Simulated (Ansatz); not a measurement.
Ca:

```
CELL_PARAMETERS angstrom
-0.03907 2.80626 2.81025
2.72557 -0.00878 2.77997
2.75441 2.80481 -0.03762
ATOMIC_POSITIONS crystal
Ca 0.00063 0.98687 0.01152
```

The cell isn't the ideal one: cell strained at random at fixed volume.

Base run:

| Property | Result |
| --- | --- |
| Program | Ansatz 0.2.0 |
| Functional | BLYP |
| Potentials or basis | all-electron LAPW, scalar-relativistic |
| Cutoff | 83 eV |
| Density cutoff | 332 eV |
| Basis error allowed | 0.001 eV/atom |
| k mesh | 8 × 8 × 8 |
| Occupations | methfessel-paxton, width 0.2 eV |
| Spin | no spin polarisation |

Its results: pressure -0.4 GPa.

The run is repeated on the same cell with these changes: functional from BLYP to LDA. What comes out?

Pressure -2.1 GPa.

LDA binds more tightly than BLYP, so the same cell stands under less pressure.

Not every run made on this cell is shown here.
